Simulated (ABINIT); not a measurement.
# BN (P6_3mc) in ABINIT: further runs

Aim: see how the results for BN move with the level of theory and the settings. Levels: RPBE+D4, PBEsol+D4, OLYP. Tasks: relaxation of cell and atoms, single point.

Everything below comes from runs of ABINIT 10.8.3 (patched build). Logs are shortened: lines on timing, memory, paths and dates and some standing lists are left out, and cuts for length are marked. The log counts tension as positive stress, the text compression.

### Step 1. The crystal as given

The structure is hexagonal, space group P6_3mc (No. 186). Conventional cell: a = 2.554 Å, b = 2.554 Å, c = 4.227 Å, α = 90.00°, β = 90.00°, γ = 120.00°. Around N (site symmetry 3m) lie 4 B at 1.57 to 1.58 Å. B (site symmetry 3m) is surrounded by 4 N at 1.57 to 1.58 Å.

Measurements of this composition are mostly on another form, of space group No. 194.

### Step 2. Relaxation of cell and atoms, RPBE+D4

File run.py:

```python
import json, os
import numpy as np
from ase.optimize import BFGS
from ase.filters import FrechetCellFilter
from ase.units import GPa
from ase.calculators.mixing import SumCalculator
from dftd4.ase import DFTD4
from ase.calculators.abinit import Abinit, AbinitProfile
from ase.spacegroup import crystal

atoms = crystal(['N', 'B'],
                basis=[[0.3333333333, 0.6666666667, 0.125276], [0.3333333333, 0.6666666667, 0.499724]],
                spacegroup=186, setting=1,
                cellpar=[2.5539396, 2.5539396, 4.226855, 90.0, 90.0, 120.0])

profile = AbinitProfile(command='abinit', pp_paths=[os.path.abspath('pseudos')])
params = dict(
    pps='psp8', xc='PBE',
    chksymtnons=0,
    tolsym=1e-05,
    ecut=925.1871,
    kptopt=1,
    ngkpt=[10, 10, 5],
    nshiftk=1,
    shiftk=[0.0, 0.0, 0.0],
    ixc=15,
    nband=10,
    occopt=1,
    nstep=100,
    tolvrs=1e-10,
    diemac=6.0,
    prtwf=0,
    prtden=0,
    ecutsm=0.5,
)

atoms.calc = SumCalculator([Abinit(profile=profile, directory='run', **params), DFTD4(method='rpbe')])
opt = BFGS(FrechetCellFilter(atoms), trajectory='opt.traj')
converged = opt.run(fmax=0.02, steps=30)
print('converged', converged)
print('cell (A)', np.round(atoms.cell[:], 5).tolist())
energy = atoms.get_potential_energy()
forces = atoms.get_forces()
stress = atoms.get_stress()
print(f'energy {energy:.6f} eV')
print('forces (eV/A)')
print(np.round(forces, 5))
print('stress (GPa, Voigt, tension positive)', np.round(stress / GPa, 4))
json.dump(dict(energy=energy, forces=forces.tolist(), stress=stress.tolist(), cell=atoms.cell.tolist(), frac=atoms.get_scaled_positions(wrap=False).tolist()), open('results.json', 'w'))
```

Potentials or basis: SPMS NC PBE v1.0.

Command:

```bash
python run.py
```

The log of the run:

```text
Step          Energy          fmax
BFGS:    0     -731.567326        0.530451
BFGS:    1     -731.577884        0.457411
BFGS:    2     -731.605920        0.039791
BFGS:    3     -731.606130        0.007291
converged True
cell (A) [[2.52311, 0.0, -0.0], [-1.26155, 2.18508, 0.0], [-0.0, -0.0, 4.17332]]
energy -731.606130 eV
forces (eV/A)
[[ 0.      -0.       0.00738]
 [-0.       0.       0.00738]
 [-0.       0.      -0.00738]
 [ 0.      -0.      -0.00738]]
stress (GPa, Voigt, tension positive) [ 0.0511  0.0508  0.0205  0.     -0.     -0.0003]
```

abinit.in:

```text
chksymtnons 0
diemac 6.0
ecut 925.1871 eV
ecutsm 0.5
ixc 15
kptopt 1
natom 4
nband 10
ngkpt
10 10 5
nshiftk 1
nsppol 1
nstep 100
occopt 1
prtden 0
prtwf 0
shiftk
0.0 0.0 0.0
tolsym 1e-05
tolvrs 1e-10
#Definition of the unit cell
acell
1.00000000000000 1.00000000000000 1.00000000000000 Angstrom
rprim
2.52310790428904 0.00000069158653 -0.00000000000000
-1.26155335321301 2.18507588739688 0.00000000000000
-0.00000000000000 -0.00000000000000 4.17331708489276
chkprim 0 # Allow non-primitive cells
#Definition of the atom types
ntypat 2
znucl 5 7
#Enumerate different atomic species
typat
 2 2 1 1
pseudos "./pseudos/B.psp8,
./pseudos/N.psp8"
#Definition of the atoms
xcart
0.00000076061932 2.75279709302913 0.98828099913043
2.38399183371753 1.37639920523022 4.93149416249215
0.00000059423142 2.75279718909322 3.94073545507174
2.38399200010542 1.37639910916612 7.88394861843346
chkexit 1 # abinit.exit file in the running directory terminates after the current SCF
```

abinit.abo:

```text
.Version 10.8.3 of ABINIT
 Symmetries : space group P6_3 m c (#186); Bravais hP (primitive hexag.)
================================================================================
 Values of the parameters that define the memory need of the present run
     intxc =       0    ionmov =       0      iscf =       7    lmnmax =       4
     lnmax =       4     mgfft =      45  mpssoang =       2    mqgrid =    3001
     natom =       4  nloc_mem =       1    nspden =       1   nspinor =       1
    nsppol =       1      nsym =      12    n1xccc =    2501    ntypat =       2
    occopt =       1   xclevel =       2
       mpw =        1484          nfft =       32805          nkpt =          42
================================================================================
================================================================================

--------------------------------------------------------------------------------
------------- Echo of variables that govern the present computation ------------
--------------------------------------------------------------------------------
 -outvars: echo values of preprocessed input variables --------
            acell      4.7679829252E+00  4.7679829252E+00  7.8864263270E+00 Bohr
              amu      1.08110000E+01  1.40067400E+01
          chkexit           1
          chkprim           0
      chksymtnons           0
           diemac      6.00000000E+00
             ecut      3.39999988E+01 Hartree
           ecutsm      5.00000000E-01 Hartree
              ixc          15
         kptrlatt       10    0    0      0   10    0      0    0    5
          kptrlen      3.94321316E+01
            natom           4
            nband          10
            ngfft          27      27      45
             nkpt          42
            nstep         100
             nsym          12
           ntypat           2
           prtden           0
            prtwf           0
            rprim      1.0000000000E+00  2.7410105165E-07  0.0000000000E+00
                      -5.0000023738E-01  8.6602526673E-01  0.0000000000E+00
                       0.0000000000E+00  0.0000000000E+00  1.0000000000E+00
          spgroup         186
           tolvrs      1.00000000E-10
            typat      2  2  1  1
           xangst     -3.9931131964E-07  1.4567170277E+00  5.2297578228E-01
                       1.2615537525E+00  7.2835885962E-01  2.6096343247E+00
                      -3.9931131990E-07  1.4567170277E+00  2.0853473955E+00
                       1.2615537525E+00  7.2835885962E-01  4.1720059380E+00
            xcart     -7.5458903309E-07  2.7527962253E+00  9.8828099898E-01
                       2.3839910853E+00  1.3763987661E+00  4.9314941625E+00
                      -7.5458903358E-07  2.7527962253E+00  3.9407354549E+00
                       2.3839910853E+00  1.3763987661E+00  7.8839486184E+00
             xred      3.3333333331E-01  6.6666666665E-01  1.2531417375E-01
                       6.6666666665E-01  3.3333333331E-01  6.2531417375E-01
                       3.3333333331E-01  6.6666666665E-01  4.9968582619E-01
                       6.6666666665E-01  3.3333333331E-01  9.9968582619E-01
            znucl        5.00000    7.00000

================================================================================

 chkinp: Checking input parameters for consistency.

================================================================================
== DATASET  1 ==================================================================

--- !DatasetInfo
iteration_state: {dtset: 1, }
dimensions: {natom: 4, nkpt: 42, mband: 10, nsppol: 1, nspinor: 1, nspden: 1, mpw: 1484, }
cutoff_energies: {ecut:  34.0, pawecutdg:  -1.0, }
electrons: {nelect:   1.60000000E+01, charge:   0.00000000E+00, occopt:   1.00000000E+00, tsmear:   1.00000000E-02, }
meta: {optdriver: 0, ionmov: 0, optcell: 0, iscf: 7, paral_kgb: 0, }
...

 Exchange-correlation functional for the present dataset will be:
  GGA: RPBE functional - ixc=15
[... 19 lines left out ...]
       0.666666666648      0.333333333315      0.625314173746
       0.333333333315      0.666666666648      0.499685826193
       0.666666666648      0.333333333315      0.999685826193
 rms dE/dt=  8.9044E-05; max dE/dt=  1.5426E-04; dE/dt below (all hartree)
    1       0.000000000000      0.000000000000      0.000154258644
    2       0.000000000000     -0.000000000000      0.000154258644
    3       0.000000000000     -0.000000000000     -0.000154199993
    4       0.000000000000     -0.000000000000     -0.000154199993

 cartesian coordinates (angstrom) at end:
    1     -0.00000039931132     1.45671702769479     0.52297578227524
    2      1.26155375247703     0.72835885962018     2.60963432472162
    3     -0.00000039931132     1.45671702769479     2.08534739552846
    4      1.26155375247703     0.72835885962018     4.17200593797484

 cartesian forces (hartree/bohr) at end:
    1      0.00000000000000    -0.00000000000000    -0.00001955629993
    2     -0.00000000000000     0.00000000000000    -0.00001955629993
    3      0.00000000000000     0.00000000000000     0.00001955629993
    4      0.00000000000000     0.00000000000000     0.00001955629993
 frms,max,avg= 1.1290835E-05 1.9556300E-05   0.000E+00  0.000E+00 -3.718E-09 h/b

 cartesian forces (eV/Angstrom) at end:
    1      0.00000000000000    -0.00000000000000    -0.00100562537553
    2     -0.00000000000000     0.00000000000000    -0.00100562537553
    3      0.00000000000000     0.00000000000000     0.00100562537553
    4      0.00000000000000     0.00000000000000     0.00100562537553
 frms,max,avg= 5.8059808E-04 1.0056254E-03   0.000E+00  0.000E+00 -1.912E-07 e/A
 length scales=  4.767982925220  4.767982925220  7.886426327019 bohr
              =  2.523107904289  2.523107904289  4.173317084893 angstroms
 Fermi (or HOMO) energy (hartree) =   0.34464   Average Vxc (hartree)=  -0.47529
 Eigenvalues (hartree) for nkpt=  42  k points:
 kpt#   1, nband= 10, wtk=  0.00200, kpt=  0.0000  0.0000  0.0000 (reduced coord)
  -0.41458   -0.25791   -0.06410    0.26456    0.26456    0.33411    0.34464    0.34464
   0.65948    0.66435
 prteigrs : prtvol=0 or 1, do not print more k-points.

--- !EnergyTerms
iteration_state     : {dtset: 1, }
comment             : Components of total free energy in Hartree
kinetic             :  1.90187424531459E+01
hartree             :  3.58647334308205E+00
xc                  : -8.78994011044739E+00
Ewald energy        : -2.65401240002826E+01
psp_core            :  1.40218744323716E+00
local_psp           : -1.35241087170548E+01
non_local_psp       : -1.95089640618298E+00
total_energy        : -2.67976659945026E+01
total_energy_eV     : -7.29201639867202E+02
band_energy         :  7.26317543992325E-01
...

 Cartesian components of stress tensor (hartree/bohr^3)
  sigma(1 1)= -5.31891235E-04  sigma(3 2)=  0.00000000E+00
  sigma(2 2)= -5.31891235E-04  sigma(3 1)=  0.00000000E+00
  sigma(3 3)= -5.23445993E-04  sigma(2 1)=  0.00000000E+00

-Cartesian components of stress tensor (GPa)         [Pressure=  1.5566E+01 GPa]
- sigma(1 1)= -1.56487804E+01  sigma(3 2)=  0.00000000E+00
- sigma(2 2)= -1.56487804E+01  sigma(3 1)=  0.00000000E+00
- sigma(3 3)= -1.54003128E+01  sigma(2 1)=  0.00000000E+00

== END DATASET(S) ==============================================================
================================================================================

 -outvars: echo values of variables after computation  --------
            acell      4.7679829252E+00  4.7679829252E+00  7.8864263270E+00 Bohr
           etotal     -2.6797665995E+01
            fcart      4.4685284039E-36 -1.6302485441E-29 -1.9556299935E-05
                      -4.4685284039E-36  1.6302485441E-29 -1.9556299935E-05
                       0.0000000000E+00  0.0000000000E+00  1.9556299935E-05
                       0.0000000000E+00  0.0000000000E+00  1.9556299935E-05
            rprim      1.0000000000E+00  2.7410105165E-07  0.0000000000E+00
                      -5.0000023738E-01  8.6602526673E-01  0.0000000000E+00
                       0.0000000000E+00  0.0000000000E+00  1.0000000000E+00
           strten     -5.3189123496E-04 -5.3189123496E-04 -5.2344599311E-04
                       0.0000000000E+00  0.0000000000E+00  0.0000000000E+00
           xangst     -3.9931131964E-07  1.4567170277E+00  5.2297578228E-01
                       1.2615537525E+00  7.2835885962E-01  2.6096343247E+00
                      -3.9931131990E-07  1.4567170277E+00  2.0853473955E+00
                       1.2615537525E+00  7.2835885962E-01  4.1720059380E+00
             xred      3.3333333331E-01  6.6666666665E-01  1.2531417375E-01
                       6.6666666665E-01  3.3333333331E-01  6.2531417375E-01
                       3.3333333331E-01  6.6666666665E-01  4.9968582619E-01
                       6.6666666665E-01  3.3333333331E-01  9.9968582619E-01
 Calculation completed.
```

Wall time 1.7 min (1 thread of Intel Xeon Platinum 8488C (Sapphire Rapids), shared host); peak memory 0.1 GiB.

What came out:

```yaml
Free_energy: -731.6061 eV
Relaxed_volume: 5.75 Å³/atom
Relaxed_cell: a = 2.523 Å, b = 2.523 Å, c = 4.173 Å, α = 90.00°, β = 90.00°, γ = 120.00°
Space_group_after_relaxing_to_0.05_Å: P6_3mc (No. 186)
Energy_gained_by_relaxing: 9.7 meV/atom
Ionic_steps: 4
Pressure_after_relaxing: 0.0 GPa
Largest_force_after_relaxing: 0.007 eV/Å
Band_gap_on_the_k_mesh: 5.53 eV, indirect (least direct gap 8.51 eV)
All_electrons_inside_the_program's_atomic_spheres: N 5.80, 5.82; B 3.37, 3.43
Dispersion_energy_per_atom: -0.601 eV
```

Forces in eV/Å, atoms in the order of the input:
```
N    0.000  0.000  0.007
N    0.000  0.000  0.007
B    0.000  0.000 -0.007
B    0.000  0.000 -0.007
```

Step by step:
| step | energy change (eV) | largest force (eV/Å) | pressure (GPa) | volume (Å³) |
| --- | --- | --- | --- | --- |
| 1 | 0.0000 | 0.0116 | -13.80 | 23.88 |
| 2 | -0.0106 | 0.0000 | -11.95 | 23.75 |
| 3 | -0.0386 | 0.0254 | 1.04 | 22.95 |
| 4 | -0.0388 | 0.0074 | -0.04 | 23.01 |

Final structure:
```cif
data_structure
_symmetry_space_group_name_H-M 'P 1'
_symmetry_Int_Tables_number 1
_cell_length_a 2.5231
_cell_length_b 2.5231
_cell_length_c 4.1733
_cell_angle_alpha 90.000
_cell_angle_beta 90.000
_cell_angle_gamma 120.000
_cell_volume 23.01
loop_
_atom_site_label
_atom_site_type_symbol
_atom_site_fract_x
_atom_site_fract_y
_atom_site_fract_z
_atom_site_occupancy
N1 N 0.33333 0.66667 0.12531 1
N2 N 0.66667 0.33333 0.62531 1
B1 B 0.33333 0.66667 0.49969 1
B2 B 0.66667 0.33333 0.99969 1
```

Caveat: the log and the count of SCF iterations are those of the last ABINIT call alone; the potentials were made for another functional, which shifts forces and pressure; an odd mesh through Γ misses points on the zone boundary, where band edges often lie.

[end of part 1 of 2]
